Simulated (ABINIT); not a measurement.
Runs of ABINIT 10.8.3 (patched build) on ZrS2. Symmetry: P-3m1, No. 164, trigonal system. Conventional cell: a = 3.691 Å, b = 3.691 Å, c = 6.041 Å, α = 90.00°, β = 90.00°, γ = 120.00°. Around Zr (site symmetry -3m) lie 6 S at 2.57 Å. S (site symmetry 3m) has 3 Zr at 2.57 Å as nearest neighbours. The cell is a database's computed one.

```csv
task,level,potentials or basis,cell,k mesh,cutoff (eV),fine-grid cutoff,cell freedom (optcell),cutoff smearing ecutsm (Ha),optimiser (ionmov),force stop (Ha/bohr),mesh quality,gap on the mesh (eV),pressure (GPa),largest force (eV/Å)
single point,r2SCAN,JTH PAW PBE v2.0,as given,3 × 3 × 2,653,1251.72 eV,-,-,-,-,coarse,1.56,-,0.14
band structure,HCTH407,JTH PAW PBE v2.0,as given,8 × 8 × 5,544,1088.46 eV,-,-,-,-,not flagged,1.20,(b),0.34
single point,r2SCAN,JTH PAW PBE v2.0,as given,5 × 5 × 3,653,1251.72 eV,-,-,-,-,not flagged,1.47,-,0.06
single point,PBEsol,JTH PAW PBE v2.0,as given,3 × 3 × 2,544,1088.46 eV,-,-,-,-,coarse,(a),(c),0.28
relaxation of cell and atoms,LDA,JTH PAW LDA v2.0,relaxed,8 × 8 × 5,544,1088.46 eV,2,0.5,22,0.0005,not flagged,0.55,0.0,0.02
band structure,TB-mBJ,JTH PAW LDA v2.0,as given,7 × 7 × 4,653,1251.72 eV,-,-,-,-,not flagged,1.57,-,-
band structure,LDA-PZ,JTH PAW LDA v2.0,as given,8 × 8 × 5,544,1088.46 eV,-,-,-,-,not flagged,0.93,(d),0.30
```

Alike in all rows: no spin polarisation; smearing fermi-dirac 0.05 eV.

Problem. Fill in the values left out.

Solution. (a) 1.15; (b) 1.1; (c) -2.0; (d) -4.6.

Caveats: some runs use coarse meshes; the PAW data sets were made with another functional, which shifts forces and pressure a little (some runs); an odd mesh through Γ misses points on the zone boundary, where band edges often lie (some runs); this functional lacks dispersion, which binds the layers, so the pressure and a relaxed spacing across them are unreliable (some runs); the constant c of TB-mBJ comes from the pseudo density here, which moves gaps by up to 0.3 eV between sets of potentials (some runs).

A k mesh can miss the band edges, and the runs leave out spin-orbit coupling on Zr.

Not every run made on this cell is shown here.
